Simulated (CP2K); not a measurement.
# Sb in CP2K: convergence with r cutoff

Input of the first run (r cutoff 6); the others differ in this setting and in those tied to it:

The input sb_converge.inp:

```
&GLOBAL
  PROJECT sb_converge
  RUN_TYPE ENERGY_FORCE
  PRINT_LEVEL LOW
&END GLOBAL
&FORCE_EVAL
  METHOD QS
  STRESS_TENSOR ANALYTICAL
  &DFT
    BASIS_SET_FILE_NAME BASIS_MOLOPT_UZH
    POTENTIAL_FILE_NAME POTENTIAL_UZH
    &MGRID
      CUTOFF 450
      REL_CUTOFF 60
      NGRIDS 5
    &END MGRID
    &QS
      METHOD GPW
      EPS_DEFAULT 1.0E-9
    &END QS
    &KPOINTS
      SCHEME MONKHORST-PACK 7 7 7
      GAMMA_CENTERED T
      SYMMETRY T
      SYMMETRY_BACKEND SPGLIB
    &END KPOINTS
    &SCF
      SCF_GUESS ATOMIC
      EPS_SCF 1.0E-6
      MAX_SCF 100
      ADDED_MOS 8
      CHOLESKY OFF
      EPS_EIGVAL 1.0E-7
      &DIAGONALIZATION ON
        ALGORITHM STANDARD
      &END DIAGONALIZATION
      &MIXING ON
        METHOD BROYDEN_MIXING
        ALPHA 0.4
        BETA 1.5
        NBUFFER 8
      &END MIXING
      &SMEAR ON
        METHOD FERMI_DIRAC
        ELECTRONIC_TEMPERATURE [K] 300.557
      &END SMEAR
    &END SCF
    &XC
      &XC_FUNCTIONAL
        &GGA_X_PBE_SOL
        &END GGA_X_PBE_SOL
        &GGA_C_PBE_SOL
        &END GGA_C_PBE_SOL
      &END XC_FUNCTIONAL
      &VDW_POTENTIAL
        POTENTIAL_TYPE PAIR_POTENTIAL
        &PAIR_POTENTIAL
          TYPE DFTD3(BJ)
          REFERENCE_FUNCTIONAL PBEsol
          PARAMETER_FILE_NAME dftd3.dat
          R_CUTOFF 6
        &END PAIR_POTENTIAL
      &END VDW_POTENTIAL
    &END XC
    &PRINT
      &KPOINTS ON
      &END KPOINTS
      &MULLIKEN ON
      &END MULLIKEN
      &MO ON
        ENERGIES T
        OCCUPATION_NUMBERS T
        &EACH
          QS_SCF 0
        &END EACH
        ADD_LAST NUMERIC
      &END MO
    &END PRINT
  &END DFT
  &SUBSYS
    &CELL
      A 3.1600000000 0.0000000000 0.0000000000
      B 0.0000000000 3.1600000000 0.0000000000
      C 0.0000000000 0.0000000000 3.1600000000
      PERIODIC XYZ
    &END CELL
    &COORD
      SCALED
      Sb  0.0000000000 0.0000000000 0.0000000000
    &END COORD
    &KIND Sb
      BASIS_SET TZVP-MOLOPT-PBE-GTH-q5
      POTENTIAL GTH-PBE-q5
    &END KIND
    &PRINT
      &ATOMIC_COORDINATES ON
      &END ATOMIC_COORDINATES
      &CELL ON
      &END CELL
    &END PRINT
  &END SUBSYS
  &PRINT
    &FORCES ON
    &END FORCES
    &STRESS_TENSOR ON
    &END STRESS_TENSOR
  &END PRINT
&END FORCE_EVAL
```

Potentials or basis: POTENTIAL_UZH Sb GTH-PBE-q5; TZVP-MOLOPT-PBE-GTH basis.

Command:

```console
$ OMP_NUM_THREADS=1 cp2k.psmp -i sb_converge.inp -o sb_converge.out
```

This isn't the form of Sb at room conditions, which is rhombohedral.

Hardware: 1 thread of Arm Neoverse V1, with other jobs on the host.

```csv
r cutoff,"energy less the tightest run, at zero smearing (meV/atom)",pressure (GPa),SCF cycles,CPU time (s),peak memory (GiB)
6,11.51,-4.74,11,4.2,0.22
8,5.11,-4.82,11,4.2,0.22
10,2.31,-4.85,11,4.2,0.22
13,0.94,-4.86,11,4.2,0.22
17,0.37,-4.87,11,4.2,0.22
22,0.12,-4.87,11,4.3,0.22
30,0.00,-4.87,11,4.3,0.22
```

Against the tightest run, the energy stays within 1 meV/atom from 13 on; the pressure stays within 0.1 GPa from 8 on. The tightest run that finished is the yardstick and may itself not be fully converged.

Caveat, for the tightest run too: the potentials were made for another functional, which shifts forces and pressure; the basis of atomic orbitals isn't converged, which shifts pressures, moduli and gaps; pairwise dispersion overbinds metals, which lowers pressure and volume. The run has no spin-orbit coupling, so splittings on Sb are missing.
